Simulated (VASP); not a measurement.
# CsSnBr3 (Pm-3m) in VASP: a series of runs

One crystal, CsSnBr3, is run at these levels: LDA; tasks: relaxation of cell and atoms.

All numbers are computed with VASP 6.6.1; they aren't measurements. Logs are shortened: lines on timing, memory, paths and dates and some standing lists are left out, and cuts for length are marked.

## Step 1: Starting point

The structure is cubic, space group Pm-3m (No. 221). Conventional cell: a = 5.839 Å, b = 5.839 Å, c = 5.839 Å, α = 90.00°, β = 90.00°, γ = 90.00°. Around Cs (site symmetry m-3m) lie 12 Br at 4.13 Å. Sn (site symmetry m-3m) is surrounded by 6 Br at 2.92 Å. Around Br (site symmetry 4/mmm) lie 2 Sn at 2.92 Å.

The cell is a database's computed one.

## Step 2: Relaxation of cell and atoms, LDA

Input file INCAR:

```
PREC     = Accurate       # precision mode
ENCUT    = 600            # plane-wave cutoff, eV
EDIFF    = 1E-6           # SCF threshold, eV
ISMEAR   = 0              # smearing method
SIGMA    = 0.03           # smearing width, eV
LREAL    = False          # projectors in reciprocal space
LASPH    = True           # aspherical terms in the spheres
NELM     = 80             # most SCF steps
ALGO     = Normal         # electronic algorithm
ISIF     = 3              # what is computed and relaxed
LWAVE    = False          # write WAVECAR
LCHARG   = False          # write CHGCAR
GGA      = CA             # functional
IBRION   = 2              # ionic algorithm
NSW      = 90             # ionic steps
EDIFFG   = -0.01          # ionic threshold
```

Input file KPOINTS:

```
regular mesh
0
Gamma
  6 6 6
```

Input file POSCAR:

```
CsSnBr3
1.0
    5.8390056100      0.0000000000      0.0000000000
    0.0000000000      5.8390056100      0.0000000000
    0.0000000000      0.0000000000      5.8390056100
Cs Sn Br
1 1 3
Direct
    0.0000000000      0.0000000000      0.0000000000
    0.5000000000      0.5000000000      0.5000000000
    0.5000000000      0.0000000000      0.5000000000
    0.5000000000      0.5000000000      0.0000000000
    0.0000000000      0.5000000000      0.5000000000
```

Potentials or basis: VASP PAW LDA potentials, release 64 (Cs_sv, Sn_d, Br).

Started as:

```sh
cat potpaw_LDA.64/Cs_sv/POTCAR potpaw_LDA.64/Sn_d/POTCAR potpaw_LDA.64/Br/POTCAR > POTCAR
mpirun -np 1 vasp_std > vasp.out
```

OUTCAR:

```text
PREC = Accurate
   ENCUT = 600
   EDIFF = 1E-6
   ISMEAR = 0
   LREAL = False
   LASPH = True
   NELM = 80
   ISIF = 3
   GGA = CA
   IBRION = 2
   NSW = 90
   EDIFFG = -0.01

 ion  position               nearest neighbor table
   1  0.000  0.000  0.000-
   2  0.500  0.500  0.500-   3 2.92   4 2.92   5 2.92   4 2.92   3 2.92   5 2.92
   3  0.500  0.000  0.500-   2 2.92   2 2.92
   4  0.500  0.500  0.000-   2 2.92   2 2.92
   5  0.000  0.500  0.500-   2 2.92   2 2.92

  LATTYP: Found a simple cubic cell.
 ALAT       =     5.8390056100

  Lattice vectors:

 A1 = (   5.8390056100,   0.0000000000,   0.0000000000)
 A2 = (   0.0000000000,   5.8390056100,   0.0000000000)
 A3 = (   0.0000000000,   0.0000000000,   5.8390056100)

Analysis of symmetry for initial positions (statically):
=====================================================================
 Subroutine PRICEL returns:
 Original cell was already a primitive cell.

 Routine SETGRP: Setting up the symmetry group for a
 simple cubic supercell.

 Subroutine GETGRP returns: Found 48 space group operations
 (whereof 48 operations were pure point group operations)
 out of a pool of 48 trial point group operations.

The static configuration has the point symmetry O_h .

Analysis of symmetry for dynamics (positions and initial velocities):
=====================================================================
 Subroutine PRICEL returns:
 Original cell was already a primitive cell.

 Routine SETGRP: Setting up the symmetry group for a
 simple cubic supercell.

 Subroutine GETGRP returns: Found 48 space group operations
 (whereof 48 operations were pure point group operations)
 out of a pool of 48 trial point group operations.

The dynamic configuration has the point symmetry O_h .

 Subroutine INISYM returns: Found 48 space group operations
 (whereof 48 operations are pure point group operations),
 and found     1 'primitive' translations

----------------------------------------------------------------------------------------

                                     Primitive cell

  volume of cell :     199.0750

  direct lattice vectors                    reciprocal lattice vectors
     5.839005610  0.000000000  0.000000000     0.171262038  0.000000000  0.000000000
     0.000000000  5.839005610  0.000000000     0.000000000  0.171262038  0.000000000
     0.000000000  0.000000000  5.839005610     0.000000000  0.000000000  0.171262038

  length of vectors
     5.839005610  5.839005610  5.839005610     0.171262038  0.171262038  0.171262038

  position of ions in fractional coordinates (direct lattice)
     0.000000000  0.000000000  0.000000000
     0.500000000  0.500000000  0.500000000
     0.500000000  0.000000000  0.500000000
     0.500000000  0.500000000  0.000000000
     0.000000000  0.500000000  0.500000000

  ion indices of the primitive-cell ions
   primitive index   ion index
                 1           1
                 2           2
                 3           3
                 4           4
                 5           5

----------------------------------------------------------------------------------------

 KPOINTS: regular mesh

Automatic generation of k-mesh.
 Grid dimensions read from file:
 generate k-points for:    6    6    6

 Generating k-lattice:

  Cartesian coordinates                     Fractional coordinates (reciprocal lattice)
     0.028543673  0.000000000  0.000000000     0.166666667  0.000000000  0.000000000
     0.000000000  0.028543673  0.000000000     0.000000000  0.166666667  0.000000000
     0.000000000  0.000000000  0.028543673     0.000000000  0.000000000  0.166666667

  Length of vectors
     0.028543673  0.028543673  0.028543673

  Shift w.r.t. Gamma in fractional coordinates (k-lattice)
     0.000000000  0.000000000  0.000000000

 Subroutine IBZKPT returns following result:
 ===========================================

 Found     20 irreducible k-points:

 Following reciprocal coordinates:
            Coordinates               Weight
  0.000000  0.000000  0.000000      1.000000
  0.166667  0.000000  0.000000      6.000000
  0.333333  0.000000  0.000000      6.000000
  0.500000  0.000000  0.000000      3.000000
  0.166667  0.166667  0.000000     12.000000
  0.333333  0.166667  0.000000     24.000000
[... 12 lines left out ...]
  0.500000  0.500000  0.333333      6.000000
  0.500000  0.500000  0.500000      1.000000
   k-points           NKPTS =     20   k-points in BZ     NKDIM =     20   number of bands    NBANDS=     26
   number of dos      NEDOS =    301   number of ions     NIONS =      5
   total plane-waves  NPLWV = 110592
   dimension x,y,z NGX =    48 NGY =   48 NGZ =   48
   dimension x,y,z NGXF=    96 NGYF=   96 NGZF=   96
   ions per type =               1   1   3
   NGX,Y,Z   is equivalent  to a cutoff of  13.67, 13.67, 13.67 a.u.
   NGXF,Y,Z  is equivalent  to a cutoff of  27.33, 27.33, 27.33 a.u.
 SYSTEM =  unknown system
   PREC   = accura    normal or accurate (medium, high low for compatibility)
   ISTART =      0    job   : 0-new  1-cont  2-samecut
   ICHARG =      2    charge: 1-file 2-atom 10-const
   ISPIN  =      1    spin polarized calculation?
   LNONCOLLINEAR =      F non collinear calculations
   LSORBIT =      F    spin-orbit coupling
   LASPH  =      T    aspherical Exc in radial PAW
   ENCUT  =  600.0 eV  44.10 Ry    6.64 a.u.  11.66 11.66 11.66*2*pi/ulx,y,z
   NELM   =     80;   NELMIN=  2; NELMDL= -5     # of ELM steps
   EDIFF  = 0.1E-05   stopping-criterion for ELM
   LREAL  =      F    real-space projection
   EDIFFG = -.1E-01   stopping-criterion for IOM
   NSW    =     90    number of steps for IOM
   IBRION =      2    ionic relax: 0-MD 1-quasi-New 2-CG
   NFREE  =      1    steps in history (QN), initial steepest desc. (CG)
   ISIF   =      3    stress and relaxation
   ISYM   =      2    0-nonsym 1-usesym 2-fastsym
   POTIM  = 0.5000    time-step for ionic-motion
   TEBEG  =    0.0;   TEEND  =   0.0 temperature during run
   PSTRESS=    0.0 pullay stress
   NELECT =      44.0000    total number of electrons
   NUPDOWN=      -1.0000    fix difference up-down
   EMIN   =  10.00;   EMAX   =-10.00  energy-range for DOS
   EFERMI =   0.00;   METHOD = LEGACY
   ISMEAR =     0;   SIGMA  =   0.03  broadening in eV -4-tet -1-fermi 0-gaus
   EFERMI_NEDOS =   21; number of points for ismear=-14 and -15
   IALGO  =     38    algorithm
   IMIX   =      4    mixing-type and parameters
     AMIX     =   0.40;   BMIX     =  1.00
     AMIX_MAG =   1.60;   BMIX_MAG =  1.00
  volume/ion in A,a.u.               =      39.81       268.68
  Fermi-wavevector in a.u.,A,eV,Ry     =   0.989814  1.870477 13.330054  0.979731
  Thomas-Fermi vector in A             =   2.121439
   LORBIT       =      0    0 simple, 1 ext, 2 COOP (PROOUT), +10 PAW based schemes
   GGA     = CA    functional components
   LHFCALC =     F    Hartree Fock is set to
   AEXX    =    0.0000 exact exchange contribution
   IVDW    =     0    specifies the selected vdW correction
   LEPSILON=     F    determine dielectric tensor
   LRPA    =     F    only Hartree local field effects (RPA)
 conjugate gradient relaxation of ions
 non-spin polarized calculation
 Gauss-broadening in eV      SIGMA  =   0.03
  energy-cutoff  :      600.00
  volume of cell :      199.07
 maximum number of plane-waves:      6704
 NGX is ok and might be reduce to    48
   NGX = 23   NGY = 23   NGZ = 23

--------------------------------------- Ionic step        1  -------------------------------------------

 number of electron      44.0000007 magnetization

 Free energy of the ion-electron system (eV)
  ---------------------------------------------------
  ext. energy  EPLUGINS =         0.00000000
  ---------------------------------------------------
  free energy    TOTEN  =       -17.76659203 eV

  energy without entropy =      -17.76659203  energy(sigma->0) =      -17.76659203

------------------------ aborting loop because EDIFF is reached ----------------------------------------

  FORCE on cell =-STRESS in cart. coord.  units (eV):
  Direction    XX          YY          ZZ          XY          YZ          ZX
  --------------------------------------------------------------------------------------
  -------------------------------------------------------------------------------------
  Total       -2.3266497     -2.3266497     -2.3266497      0.0000000     -0.0000000     -0.0000000
  in kB      -18.7251325    -18.7251325    -18.7251325      0.0000000     -0.0000000     -0.0000000
  external PRESSURE =     -18.7251325 kB  Pullay stress =       0.0000000 kB

 VOLUME and BASIS-vectors are now :
 -----------------------------------------------------------------------------
  energy-cutoff  :      600.00
  volume of cell :      199.07
      direct lattice vectors                 reciprocal lattice vectors
     5.839005610  0.000000000  0.000000000     0.171262038  0.000000000  0.000000000
     0.000000000  5.839005610  0.000000000     0.000000000  0.171262038  0.000000000
     0.000000000  0.000000000  5.839005610     0.000000000  0.000000000  0.171262038
[... 79 lines left out ...]
 POSITION                                       TOTAL-FORCE (eV/Angst)
 -----------------------------------------------------------------------------------
      0.00000      0.00000      0.00000         0.000000      0.000000      0.000000
      2.83697      2.83697      2.83697        -0.000000     -0.000000      0.000000
      2.83697     -0.00000      2.83697         0.000000      0.000000      0.000000
      2.83697      2.83697      0.00000         0.000000      0.000000      0.000000
     -0.00000      2.83697      2.83697         0.000000      0.000000      0.000000
 -----------------------------------------------------------------------------------
    total drift:                                0.000000     -0.000000     -0.000000

  FREE ENERGIE OF THE ION-ELECTRON SYSTEM (eV)
  ---------------------------------------------------
  free  energy   TOTEN  =       -17.8720918290 eV

  energy  without entropy=      -17.8718772652  energy(sigma->0) =      -17.87198455

--------------------------------------- Ionic step        4  -------------------------------------------

 number of electron      43.9999995 magnetization

 Free energy of the ion-electron system (eV)
  ---------------------------------------------------
  ext. energy  EPLUGINS =         0.00000000
  ---------------------------------------------------
  free energy    TOTEN  =       -17.87220014 eV

  energy without entropy =      -17.87198588  energy(sigma->0) =      -17.87209301

 E-fermi :   3.0899     XC(G=0):  -8.4407

 val. band max:        2.3784392702   @ k =   0.5000   0.5000   0.3333
 cond. band min:       3.0990295578   @ k =   0.5000   0.5000   0.5000
 fundamental gap:      0.7205902876
 Fermi energy:         3.0898923153

 k-point     1 :       0.0000    0.0000    0.0000
  band No.  band energies     occupation
      1     -19.4853      2.00000
      2     -19.3072      2.00000
      3     -19.3072      2.00000
      4     -19.2519      2.00000
      5     -19.2519      2.00000
      6     -19.2519      2.00000
[... 18 lines left out ...]
     25       5.5218      0.00000
     26       6.2592      0.00000
[... 571 lines left out ...]
 POSITION                                       TOTAL-FORCE (eV/Angst)
 -----------------------------------------------------------------------------------
      0.00000      0.00000      0.00000         0.000000      0.000000      0.000000
      2.83347      2.83347      2.83347        -0.000000     -0.000000      0.000000
      2.83347     -0.00000      2.83347         0.000000      0.000000      0.000000
      2.83347      2.83347      0.00000         0.000000      0.000000      0.000000
     -0.00000      2.83347      2.83347         0.000000      0.000000      0.000000
 -----------------------------------------------------------------------------------
    total drift:                                0.000000     -0.000000     -0.000000

  FREE ENERGIE OF THE ION-ELECTRON SYSTEM (eV)
  ---------------------------------------------------
  free  energy   TOTEN  =       -17.8722001364 eV

  energy  without entropy=      -17.8719858774  energy(sigma->0) =      -17.87209301

 reached required accuracy - stopping structural energy minimisation
```

Wall time 2.7 min (1 thread of AMD EPYC 9R45 (Zen 5), shared host); peak memory 0.32 GiB.

What came out:

```
Free energy                            : -17.8722 eV
Relaxed volume                         : 36.40 Å³/atom
Relaxed cell                           : a = 5.667 Å, b = 5.667 Å, c = 5.667 Å, α = 90.00°, β = 90.00°, γ = 90.00°
Space group after relaxing (to 0.05 Å) : Pm-3m (No. 221)
Energy gained by relaxing              : 21.1 meV/atom
Ionic steps                            : 4
Pressure after relaxing                : 0.0 GPa
Band gap on the k mesh                 : none (metal or under the smearing width)
```

The path:
```csv
step,energy change (eV),largest force (eV/Å),pressure (GPa),volume (Å³)
1,0.0000,0.0000,-1.87,199.07
2,-0.0995,0.0000,-0.47,185.97
3,-0.1055,0.0000,-0.08,182.66
4,-0.1056,0.0000,0.02,181.99
```

Final structure:
```cif
data_structure
_symmetry_space_group_name_H-M 'P 1'
_symmetry_Int_Tables_number 1
_cell_length_a 5.6669
_cell_length_b 5.6669
_cell_length_c 5.6669
_cell_angle_alpha 90.000
_cell_angle_beta 90.000
_cell_angle_gamma 90.000
_cell_volume 181.99
loop_
_atom_site_label
_atom_site_type_symbol
_atom_site_fract_x
_atom_site_fract_y
_atom_site_fract_z
_atom_site_occupancy
Cs1 Cs 0.00000 0.00000 0.00000 1
Sn1 Sn 0.50000 0.50000 0.50000 1
Br1 Br 0.50000 0.00000 0.50000 1
Br2 Br 0.50000 0.50000 0.00000 1
Br3 Br 0.00000 0.50000 0.50000 1
```

Levels at points of the mesh, in eV from the Fermi level:
```csv
k point,band 19,band 20,band 21,band 22,band 23,band 24,band 25,band 26
"(0.00, 0.00, 0.00)",-3.61,-3.42,-3.42,-3.42,1.49,2.43,2.43,3.17
"(0.50, 0.00, 0.00)",-3.80,-3.59,-3.59,-2.25,1.19,3.08,3.67,3.68
"(0.50, 0.50, 0.00)",-3.93,-3.86,-3.02,-1.06,0.65,0.65,3.75,3.80
"(0.50, 0.50, 0.50)",-3.00,-3.00,-3.00,0.01,0.01,0.01,0.09,3.00
```

## Step 3: Relaxation of cell and atoms, LDA

This run uses another cell than the first one, of 36.40 Å³/atom, 0.914 times its volume.

Edit INCAR of step 2 so:

```diff
@@ -2,3 +2,3 @@
 ENCUT    = 600            # plane-wave cutoff, eV
-EDIFF    = 1E-6           # SCF threshold, eV
+EDIFF    = 1E-7           # SCF threshold, eV
 ISMEAR   = 0              # smearing method
@@ -15,2 +15,2 @@
 NSW      = 90             # ionic steps
-EDIFFG   = -0.01          # ionic threshold
+EDIFFG   = -0.005         # ionic threshold
```

KPOINTS is that of step 2.

Input file POSCAR:

```
CsSnBr3                                 
1.0
    5.6669402039      0.0000000000     -0.0000000000
    0.0000000000      5.6669402039      0.0000000000
   -0.0000000000     -0.0000000000      5.6669402039
  Cs              Sn              Br            
     1     1     3
Direct
     0.0000000000000000    0.0000000000000000    0.0000000000000000
     0.5000000000000000    0.5000000000000000    0.5000000000000000
     0.5000000000000000    0.0000000000000000    0.5000000000000000
     0.5000000000000000    0.5000000000000000    0.0000000000000000
     0.0000000000000000    0.5000000000000000    0.5000000000000000
```

Potentials or basis: VASP PAW LDA potentials, release 64 (Cs_sv, Sn_d, Br).

Started as:

```sh
cat potpaw_LDA.64/Cs_sv/POTCAR potpaw_LDA.64/Sn_d/POTCAR potpaw_LDA.64/Br/POTCAR > POTCAR
mpirun -np 1 vasp_std > vasp.out
```

Run time: 59 s. Hardware: 1 thread of AMD EPYC 9R45 (Zen 5), shared host; peak memory 0.3 GiB.

It converged, with:

* Free energy: -17.8716 eV
* Pressure after relaxing: 0.0 GPa
* Band gap on the k mesh: none (metal or under the smearing width)

Final structure:
```cif
data_structure
_symmetry_space_group_name_H-M 'P 1'
_symmetry_Int_Tables_number 1
_cell_length_a 5.6669
_cell_length_b 5.6669
_cell_length_c 5.6669
_cell_angle_alpha 90.000
_cell_angle_beta 90.000
_cell_angle_gamma 90.000
_cell_volume 181.99
loop_
_atom_site_label
_atom_site_type_symbol
_atom_site_fract_x
_atom_site_fract_y
_atom_site_fract_z
_atom_site_occupancy
Cs1 Cs 0.00000 0.00000 0.00000 1
Sn1 Sn 0.50000 0.50000 0.50000 1
Br1 Br 0.50000 0.00000 0.50000 1
Br2 Br 0.50000 0.50000 0.00000 1
Br3 Br 0.00000 0.50000 0.50000 1
```

Levels at points of the mesh, in eV from the Fermi level:
| k point | band 18 | band 19 | band 20 | band 21 | band 22 | band 23 | band 24 | band 25 | band 26 |
| --- | --- | --- | --- | --- | --- | --- | --- | --- | --- |
| (0.00, 0.00, 0.00) | -3.61 | -3.61 | -3.42 | -3.42 | -3.42 | 1.49 | 2.43 | 2.43 | 3.17 |
| (0.50, 0.00, 0.00) | -3.81 | -3.80 | -3.59 | -3.59 | -2.25 | 1.19 | 3.08 | 3.67 | 3.68 |
| (0.50, 0.50, 0.00) | -3.93 | -3.93 | -3.86 | -3.02 | -1.06 | 0.65 | 0.65 | 3.75 | 3.80 |
| (0.50, 0.50, 0.50) | -3.85 | -3.00 | -3.00 | -3.00 | 0.01 | 0.01 | 0.01 | 0.09 | 3.00 |

Caveat: the relaxation stopped at its first step, so nothing moved. The run has no spin-orbit coupling, so splittings on Cs are missing.
